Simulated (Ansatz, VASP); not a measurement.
## Cs: VASP beside Ansatz

File INCAR:

```
ALGO = Fast
EDIFF = 1E-6
ENCUT = 520
GGA = PE
ISIF = 2
ISMEAR = 0
LASPH = T
LCHARG = F
LREAL = F
LWAVE = F
NBANDS = 10
NELM = 60
PREC = Accurate
SIGMA = 0.15
```

KPOINTS

```
k-points
0
Gamma
  12 12 12
```

The input POSCAR:

```
Cs
1.0
   -2.9469375000      2.9469375000      3.0225000000
    2.9469375000     -2.9469375000      3.0225000000
    2.9469375000      2.9469375000     -3.0225000000
Cs
1
Direct
    0.0000000000      0.0000000000      0.0000000000
```

Input for Ansatz:

```yaml
crystal:
  lattice:
    - [-2.9469375, 2.9469375, 3.0225]
    - [2.9469375, -2.9469375, 3.0225]
    - [2.9469375, 2.9469375, -3.0225]
  atoms:
    - { symbol: Cs, position: [0.0, 0.0, 0.0] }
basis:
  ecutwfc: 420
kpoints:
  mp_grid: { grid: [12, 12, 12] }
hamiltonian:
  xc: pbe
scf:
  occupations: { method: gaussian, width: 0.15 }
output:
  forces: true
  stress: true
  eigenvalues: true
```

Change from the starting cell: strain -0.025 along x and y, +0.000 along z, atoms carried along.

Alike in both runs: task single point; functional PBE; k mesh 12 × 12 × 12; occupations gaussian, width 0.15 eV; no spin polarisation.

|  | VASP | Ansatz |
| --- | --- | --- |
| version | VASP 6.6.1 | Ansatz 0.2.0 |
| potentials or method | VASP PAW PBE potentials, release 64 (Cs_sv) | scalar-relativistic, plane waves, PAW |
| plane-wave cutoff (eV) | 520 | 420 |
| valence electrons in the cell | 9 | 9 |

|  | VASP | Ansatz | Ansatz less VASP |
| --- | --- | --- | --- |
| gap on the k mesh at the Fermi level (eV) | none | none | - |
| pressure (GPa) | 0.2 | 0.3 | +0.01 |

A gap of «none» marks a metal or a gap that the smearing closes.

Spin-orbit coupling is left out, which matters for the levels of Cs.
